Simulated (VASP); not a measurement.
# Ge2Sb2Te5 (P-3m1) in VASP: a series of runs, part 2 of 4

VASP 6.6.1. Earlier steps stand in the parts before.

## 3. Relaxation of cell and atoms, PBEsol

This run uses another cell than the first one, of 28.98 Å³/atom, 0.955 times its volume.

INCAR reads:

```
  ALGO = Normal
  EDIFF = 1E-7
  EDIFFG = -0.005
  ENCUT = 600
  GGA = PS
  IBRION = 2
  ISIF = 3
  ISMEAR = 0
  KPAR = 2
  LASPH = T
  LCHARG = F
  LREAL = F
  LWAVE = F
  NELM = 80
  NSW = 90
  PREC = Accurate
  SIGMA = 0.03
```

KPOINTS reads:

```
k-points
0
Gamma
  9 9 2
```

POSCAR reads:

```
Ge2Sb2Te5                               
1.0
    4.2241885149     -0.0000000000     -0.0000000000
   -2.1120942574      3.6582545643      0.0000000000
    0.0000000000     -0.0000000000     16.8796771118
  Ge              Sb              Te            
     2     2     5
Direct
     0.3333333300000021    0.6666666699999979    0.8997645681036851
     0.6666666699999979    0.3333333300000021    0.1002354318963146
     0.0000000000000000    0.0000000000000000    0.6830404908404974
     0.0000000000000000    0.0000000000000000    0.3169595091595025
     0.0000000000000000    0.0000000000000000    0.0000000000000000
     0.6666666699999979    0.3333333300000021    0.8014081030185383
     0.3333333300000021    0.6666666699999979    0.1985918969814615
     0.3333333300000021    0.6666666699999979    0.5807753715966808
     0.6666666699999979    0.3333333300000021    0.4192246284033193
```

Potentials or basis: VASP PAW PBE potentials, release 64 (Ge_d, Sb, Te).

Launch:

```sh
> cat potpaw_PBE.64/Ge_d/POTCAR potpaw_PBE.64/Sb/POTCAR potpaw_PBE.64/Te/POTCAR > POTCAR
> mpirun -np 2 vasp_std > vasp.out
```

OUTCAR:

```text
EDIFF = 1E-7
   EDIFFG = -0.005
   ENCUT = 600
   GGA = PS
   IBRION = 2
   ISIF = 3
   ISMEAR = 0
   LASPH = T
   LREAL = F
   NELM = 80
   NSW = 90
   PREC = Accurate

 ion  position               nearest neighbor table
   1  0.333  0.667  0.900-   6 2.95   6 2.95   6 2.95   5 2.97   5 2.97   5 2.97
   2  0.667  0.333  0.100-   7 2.95   7 2.95   7 2.95   5 2.97   5 2.97   5 2.97
   3  0.000  0.000  0.683-   8 2.99   8 2.99   8 2.99   6 3.15   6 3.15   6 3.15
   4  0.000  0.000  0.317-   9 2.99   9 2.99   9 2.99   7 3.15   7 3.15   7 3.15
   5  0.000  0.000  0.000-   1 2.97   2 2.97   1 2.97   2 2.97   2 2.97   1 2.97
   6  0.667  0.333  0.801-   1 2.95   1 2.95   1 2.95   3 3.15   3 3.15   3 3.15
   7  0.333  0.667  0.199-   2 2.95   2 2.95   2 2.95   4 3.15   4 3.15   4 3.15
   8  0.333  0.667  0.581-   3 2.99   3 2.99   3 2.99   9 3.66   9 3.66   9 3.66
   9  0.667  0.333  0.419-   4 2.99   4 2.99   4 2.99   8 3.66   8 3.66   8 3.66

  LATTYP: Found a hexagonal cell.
 ALAT       =     4.2241885149
[... 206 lines left out ...]
  Total        0.0223950      0.0223950     -0.0221139      0.0000000      0.0000000     -0.0000000
  in kB        0.1375562      0.1375562     -0.1358297      0.0000000      0.0000000     -0.0000000
  external PRESSURE =       0.0464276 kB  Pullay stress =       0.0000000 kB
[... 73 lines left out ...]
--------------------------------------- Ionic step        3  -------------------------------------------

 number of electron      68.0000001 magnetization

 Free energy of the ion-electron system (eV)
  ---------------------------------------------------
  ext. energy  EPLUGINS =         0.00000000
  ---------------------------------------------------
  free energy    TOTEN  =       -37.60464073 eV

  energy without entropy =      -37.60463892  energy(sigma->0) =      -37.60463983

 E-fermi :   6.7804     XC(G=0):  -9.7742

 val. band max:        6.7148645278   @ k =   0.0000   0.0000   0.0000
 cond. band min:       6.8502163253   @ k =   0.0000   0.0000   0.0000
 fundamental gap:      0.1353517975
 Fermi energy:         6.7804161478

 k-point     1 :       0.0000    0.0000    0.0000
  band No.  band energies     occupation
      1     -18.2336      2.00000
      2     -18.2336      2.00000
      3     -18.2326      2.00000
      4     -18.2326      2.00000
      5     -18.2263      2.00000
      6     -18.2261      2.00000
[... 1057 lines left out ...]
  FREE ENERGIE OF THE ION-ELECTRON SYSTEM (eV)
  ---------------------------------------------------
  free  energy   TOTEN  =       -37.6046407347 eV

  energy  without entropy=      -37.6046389215  energy(sigma->0) =      -37.60463983

 reached required accuracy - stopping structural energy minimisation
```

OSZICAR:

```text
N       E                     dE             d eps       ncg     rms          rms(c)
DAV:   1     0.630923167083E+03    0.63092E+03   -0.30111E+04  2376   0.250E+03
DAV:   2     0.670945988780E+02   -0.56383E+03   -0.54972E+03  2040   0.673E+02
DAV:   3    -0.308457286055E+02   -0.97940E+02   -0.95173E+02  2256   0.170E+02
[... 33 lines left out ...]
DAV:   1    -0.376046496786E+02   -0.16404E-04   -0.30335E-03  2304   0.285E-01    0.281E-02
DAV:   2    -0.376046459226E+02    0.37561E-05   -0.78682E-05  2816   0.717E-02    0.156E-02
DAV:   3    -0.376046422697E+02    0.36529E-05   -0.69588E-06  2936   0.192E-02    0.811E-03
DAV:   4    -0.376046407866E+02    0.14830E-05   -0.18221E-06  3240   0.122E-02    0.251E-03
DAV:   5    -0.376046407347E+02    0.51896E-07   -0.93448E-07  2192   0.681E-03
   3 F= -.37604641E+02 E0= -.37604640E+02  d E =-.248705E-04
```

CONTCAR:

```text
Ge2Sb2Te5
   1.00000000000000
     4.2252213386679882    0.0000000000000142   -0.0000000000000000
    -2.1126106692839692    3.6591490159207192    0.0000000000000000
    -0.0000000000000000    0.0000000000000000   16.8756017942078138
  Ge              Sb              Te
     2     2     5
Direct
     0.3333333300000021    0.6666666699999979    0.8997025102191889
     0.6666666699999979    0.3333333300000021    0.1002974897808112
     0.0000000000000000    0.0000000000000000    0.6830411061392786
     0.0000000000000000    0.0000000000000000    0.3169588938607215
     0.0000000000000000    0.0000000000000000    0.0000000000000000
     0.6666666699999979    0.3333333300000021    0.8014461485534863
     0.3333333300000021    0.6666666699999979    0.1985538514465138
     0.3333333300000021    0.6666666699999979    0.5807722709036414
     0.6666666699999979    0.3333333300000021    0.4192277290963585

  0.00000000E+00  0.00000000E+00  0.00000000E+00
  0.00000000E+00  0.00000000E+00  0.00000000E+00
  0.00000000E+00  0.00000000E+00  0.00000000E+00
  0.00000000E+00  0.00000000E+00  0.00000000E+00
  0.00000000E+00  0.00000000E+00  0.00000000E+00
  0.00000000E+00  0.00000000E+00  0.00000000E+00
  0.00000000E+00  0.00000000E+00  0.00000000E+00
  0.00000000E+00  0.00000000E+00  0.00000000E+00
  0.00000000E+00  0.00000000E+00  0.00000000E+00
```

Wall time 6.4 min (2 MPI ranks of Intel Xeon Platinum 8488C (Sapphire Rapids), shared host); peak memory 0.65 GiB.

What came out:

```yaml
Free_energy: -37.6046 eV
Relaxed_volume: 28.99 Å³/atom
Relaxed_cell: a = 4.225 Å, b = 4.225 Å, c = 16.876 Å, α = 90.00°, β = 90.00°, γ = 120.00°
Space_group_after_relaxing_to_0.05_Å: P-3m1 (No. 164)
Energy_gained_by_relaxing: 0.0 meV/atom
Ionic_steps: 3
Pressure_after_relaxing: 0.0 GPa
Band_gap_on_the_k_mesh: 0.14 eV, direct
```

Forces in eV/Å, atoms in the order of the input:
```
Ge   0.000  0.000 -0.003
Ge   0.000  0.000  0.003
Sb   0.000  0.000  0.001
Sb   0.000  0.000 -0.001
Te   0.000  0.000  0.000
Te   0.000  0.000  0.000
Te   0.000  0.000  0.000
Te   0.000  0.000  0.000
Te   0.000  0.000  0.000
```

Final structure:
```yaml
crystal:
  lattice:
    - [4.22522, 0.00000, 0.00000]
    - [-2.11261, 3.65915, 0.00000]
    - [0.00000, 0.00000, 16.87560]
  atoms:
    - { symbol: Ge, position: [0.33333, 0.66667, 0.89970] }
    - { symbol: Ge, position: [0.66667, 0.33333, 0.10030] }
    - { symbol: Sb, position: [0.00000, 0.00000, 0.68304] }
    - { symbol: Sb, position: [0.00000, 0.00000, 0.31696] }
    - { symbol: Te, position: [0.00000, 0.00000, 0.00000] }
    - { symbol: Te, position: [0.66667, 0.33333, 0.80145] }
    - { symbol: Te, position: [0.33333, 0.66667, 0.19855] }
    - { symbol: Te, position: [0.33333, 0.66667, 0.58077] }
    - { symbol: Te, position: [0.66667, 0.33333, 0.41923] }
```

Levels at points of the mesh, in eV from the valence-band top:
| k point | band 32 | band 33 | band 34 | band 35 | band 36 | band 37 |
| --- | --- | --- | --- | --- | --- | --- |
| (0.00, 0.00, 0.00) | -1.14 | -0.86 | 0.00 | 0.14 | 0.14 | 0.20 |
| (0.00, 0.00, 0.50) | -1.44 | -0.72 | -0.18 | 0.34 | 0.34 | 0.50 |

Caveat: the PAW data sets were made with another functional, which shifts forces and pressure a little; spin-orbit coupling is left out, which moves the levels of the heavy elements; an odd mesh through Γ misses points on the zone boundary, where band edges often lie.

## 4. Relaxation of cell and atoms, PBE+D3(BJ)

INCAR reads:

```
ALGO = Normal ; EDIFF = 1E-6
EDIFFG = -0.01 ; ENCUT = 600
GGA = PE ; IBRION = 2
ISIF = 3 ; ISMEAR = 0
IVDW = 12 ; KPAR = 2
LASPH = T ; LCHARG = F
LREAL = F ; LWAVE = F
NELM = 80 ; NSW = 90
PREC = Accurate ; SIGMA = 0.03
```

KPOINTS is that of step 3.

POSCAR reads:

```
Ge2Sb2Te5
1.0
    4.2940644248      0.0000000000      0.0000000000
   -2.1470322124      3.7187688774      0.0000000000
    0.0000000000      0.0000000000     17.1013460000
Ge Sb Te
2 2 5
Direct
    0.3333333300      0.6666666700      0.8971050000
    0.6666666700      0.3333333300      0.1028950000
    0.0000000000      0.0000000000      0.6799320000
    0.0000000000      0.0000000000      0.3200680000
    0.0000000000      0.0000000000      0.0000000000
    0.6666666700      0.3333333300      0.7984580000
    0.3333333300      0.6666666700      0.2015420000
    0.3333333300      0.6666666700      0.5801080000
    0.6666666700      0.3333333300      0.4198920000
```

Potentials or basis: VASP PAW PBE potentials, release 64 (Ge_d, Sb, Te).

Launch:

```sh
> cat potpaw_PBE.64/Ge_d/POTCAR potpaw_PBE.64/Sb/POTCAR potpaw_PBE.64/Te/POTCAR > POTCAR
> mpirun -np 2 vasp_std > vasp.out
```

OUTCAR:

```text
EDIFF = 1E-6
   EDIFFG = -0.01
   ENCUT = 600
   GGA = PE
   IBRION = 2
   ISIF = 3
   ISMEAR = 0
   IVDW = 12
   LASPH = T
   LREAL = F
   NELM = 80
   NSW = 90
   PREC = Accurate
 IVDW          = 12

 ion  position               nearest neighbor table
   1  0.333  0.667  0.897-   6 3.00   6 3.00   6 3.00   5 3.04   5 3.04   5 3.04
   2  0.667  0.333  0.103-   7 3.00   7 3.00   7 3.00   5 3.04   5 3.04   5 3.04
   3  0.000  0.000  0.680-   8 3.01   8 3.01   8 3.01   6 3.20   6 3.20   6 3.20
   4  0.000  0.000  0.320-   9 3.01   9 3.01   9 3.01   7 3.20   7 3.20   7 3.20
   5  0.000  0.000  0.000-   1 3.04   2 3.04   2 3.04   1 3.04   2 3.04   1 3.04
   6  0.667  0.333  0.798-   1 3.00   1 3.00   1 3.00   3 3.20   3 3.20   3 3.20
   7  0.333  0.667  0.202-   2 3.00   2 3.00   2 3.00   4 3.20   4 3.20   4 3.20
   8  0.333  0.667  0.580-   3 3.01   3 3.01   3 3.01
   9  0.667  0.333  0.420-   4 3.01   4 3.01   4 3.01

  LATTYP: Found a hexagonal cell.
 ALAT       =     4.2940644248
[... 340 lines left out ...]

 number of electron      68.0000001 magnetization

------------------------ aborting loop because EDIFF is reached ----------------------------------------
[... 89 lines left out ...]
--------------------------------------- Ionic step       24  -------------------------------------------

 number of electron      68.0000001 magnetization

 Free energy of the ion-electron system (eV)
  ---------------------------------------------------
  ext. energy  EPLUGINS =         0.00000000
  ---------------------------------------------------
  free energy    TOTEN  =       -33.87365767 eV

  energy without entropy =      -33.87364158  energy(sigma->0) =      -33.87364962

 E-fermi :   6.9241     XC(G=0):  -9.6265

 val. band max:        6.8756781697   @ k =   0.0000   0.0000   0.0000
 cond. band min:       6.9779132391   @ k =   0.0000   0.0000   0.0000
 fundamental gap:      0.1022350695
 Fermi energy:         6.9241134638

 k-point     1 :       0.0000    0.0000    0.0000
  band No.  band energies     occupation
      1     -18.1950      2.00000
      2     -18.1950      2.00000
      3     -18.1941      2.00000
      4     -18.1941      2.00000
      5     -18.1882      2.00000
      6     -18.1880      2.00000
[... 1061 lines left out ...]
  FREE ENERGIE OF THE ION-ELECTRON SYSTEM (eV)
  ---------------------------------------------------
  free  energy   TOTEN  =       -37.7689300319 eV

  energy  without entropy=      -37.7689139412  energy(sigma->0) =      -37.76892199

 reached required accuracy - stopping structural energy minimisation
```

CONTCAR:

```text
Ge2Sb2Te5
   1.00000000000000
     4.2306774730933814   -0.0000000000000001   -0.0000000000000000
    -2.1153387365466907    3.6638741669520067    0.0000000000000000
    -0.0000000000000000    0.0000000000000000   16.8496148102981316
  Ge              Sb              Te
     2     2     5
Direct
     0.3333333300000021    0.6666666699999979    0.8991614523896806
     0.6666666699999979    0.3333333300000021    0.1008385476103192
     0.0000000000000000    0.0000000000000000    0.6816647304039644
     0.0000000000000000    0.0000000000000000    0.3183352695960355
     1.0000000000000000    0.0000000000000000    1.0000000000000000
     0.6666666699999979    0.3333333300000021    0.8004210974139701
     0.3333333300000021    0.6666666699999979    0.1995789025860300
     0.3333333300000021    0.6666666699999979    0.5789557279950754
     0.6666666699999979    0.3333333300000021    0.4210442720049247

  0.00000000E+00  0.00000000E+00  0.00000000E+00
  0.00000000E+00  0.00000000E+00  0.00000000E+00
  0.00000000E+00  0.00000000E+00  0.00000000E+00
  0.00000000E+00  0.00000000E+00  0.00000000E+00
  0.00000000E+00  0.00000000E+00  0.00000000E+00
  0.00000000E+00  0.00000000E+00  0.00000000E+00
  0.00000000E+00  0.00000000E+00  0.00000000E+00
  0.00000000E+00  0.00000000E+00  0.00000000E+00
  0.00000000E+00  0.00000000E+00  0.00000000E+00
```

Run time: 22 min. Hardware: 2 MPI ranks of Intel Xeon 6975P-C (Granite Rapids), shared host; peak memory 0.68 GiB.

Results:

```
Free energy                            : -37.7689 eV
Relaxed volume                         : 29.02 Å³/atom
Relaxed cell                           : a = 4.231 Å, b = 4.231 Å, c = 16.850 Å, α = 90.00°, β = 90.00°, γ = 120.00°
Space group after relaxing (to 0.05 Å) : P-3m1 (No. 164)
Energy gained by relaxing              : 7.5 meV/atom
Ionic steps                            : 24
Pressure after relaxing                : 0.0 GPa
Largest force after relaxing           : 0.006 eV/Å
Band gap on the k mesh                 : 0.10 eV, direct
Dispersion energy per atom             : -0.433 eV
```

Forces on the atoms (eV/Å):
```
Ge   0.000  0.000 -0.002
Ge   0.000  0.000  0.002
Sb   0.000  0.000  0.006
Sb   0.000  0.000 -0.006
Te   0.000  0.000  0.000
Te   0.000  0.000  0.000
Te   0.000  0.000  0.000
Te   0.000  0.000  0.000
Te   0.000  0.000  0.000
```

Step by step:
```tsv
step	energy change (eV)	largest force (eV/Å)	pressure (GPa)	volume (Å³)
1	0.0000	0.1054	-1.44	273.09
2	-0.0529	0.2286	0.09	262.43
3	-0.0530	0.2189	0.02	262.80
4	-0.0599	0.1204	0.06	261.99
5	-0.0623	0.1114	0.09	261.25
6	-0.0623	0.1132	0.10	261.16
7	-0.0644	0.0759	-0.09	261.83
8	-0.0648	0.0487	-0.24	262.33
9	-0.0660	0.0326	-0.14	261.91
10	-0.0667	0.0254	-0.01	261.28
11	-0.0668	0.0207	0.00	261.23
12	-0.0669	0.0115	0.04	261.08
13	-0.0669	0.0165	-0.03	261.22
14	-0.0669	0.0144	0.00	261.17
15	-0.0669	0.0168	-0.03	261.21
16	-0.0669	0.0157	-0.01	261.22
17	-0.0670	0.0136	0.03	261.25
18	-0.0670	0.0179	-0.03	261.29
19	-0.0671	0.0106	0.07	261.05
20	-0.0671	0.0139	0.02	261.13
21	-0.0671	0.0114	0.02	261.11
22	-0.0671	0.0104	0.05	261.08
23	-0.0671	0.0142	0.03	261.10
24	-0.0671	0.0057	0.03	261.18
```

Final structure:
```
Ge Sb Te
1.0
     4.23068    0.00000    0.00000
    -2.11534    3.66387    0.00000
     0.00000    0.00000   16.84961
Ge Sb Te
2 2 5
Direct
  0.33333 0.66667 0.89916
  0.66667 0.33333 0.10084
  0.00000 0.00000 0.68166
  0.00000 0.00000 0.31834
  0.00000 0.00000 0.00000
  0.66667 0.33333 0.80042
  0.33333 0.66667 0.19958
  0.33333 0.66667 0.57896
  0.66667 0.33333 0.42104
```

Caveat: spin-orbit coupling is left out, which moves the levels of the heavy elements; an odd mesh through Γ misses points on the zone boundary, where band edges often lie.

(Part 2 of 4 ends here.)
